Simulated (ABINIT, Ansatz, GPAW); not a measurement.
**One calculation of TiAl3, 3 ways**

```xyz
4
Lattice="2.8397 0.0000 0.0000 0.0000 4.6813 0.0000 0.0000 0.0000 4.9007" Properties=species:S:1:pos:R:3 pbc="T T T"
Ti    0.0000    2.3406    0.8131
Al    0.0000    0.0000    4.0965
Al    1.4198    0.0000    1.6217
Al    1.4198    2.3406    3.2701
```

The cell comes from a database or a generator and needn't be the stable form of this composition.

Alike in all runs: task single point; functional PBEsol; k mesh 9 × 6 × 6; occupations fermi-dirac, width 0.05 eV; no spin polarisation; no spin-orbit coupling. Pressure is positive in compression and, in plane waves, holds the error of the finite cutoff.

```csv
program and potentials,plane-wave cutoff (eV),notes,pressure (GPa)
"Ansatz, all-electron LAPW, scalar-relativistic",-,-,-2.42
"GPAW, PAW data sets generated for this functional",600,-,-2.35
"ABINIT, PseudoDojo NC SR PBEsol v0.4.1 standard",1143,-,-2.50
```

Force on atom 2 (Al), eV/Å:

```json
{"program and potentials": "Ansatz, all-electron LAPW, scalar-relativistic", "x": "0.000", "y": "0.000", "z": "0.049"}
{"program and potentials": "GPAW, PAW data sets generated for this functional", "x": "0.000", "y": "0.000", "z": "0.041"}
{"program and potentials": "ABINIT, PseudoDojo NC SR PBEsol v0.4.1 standard", "x": "0.000", "y": "0.000", "z": "0.040"}
```

The pressure spans -2.50 (ABINIT, PseudoDojo NC SR PBEsol v0.4.1 standard) to -2.35 GPa (GPAW, PAW data sets generated for this functional), with all-electron results at -2.42.

The functional is the same throughout but for its coding, so the spread measures potentials, basis and numerics; runs on potential files found faulty are left out.
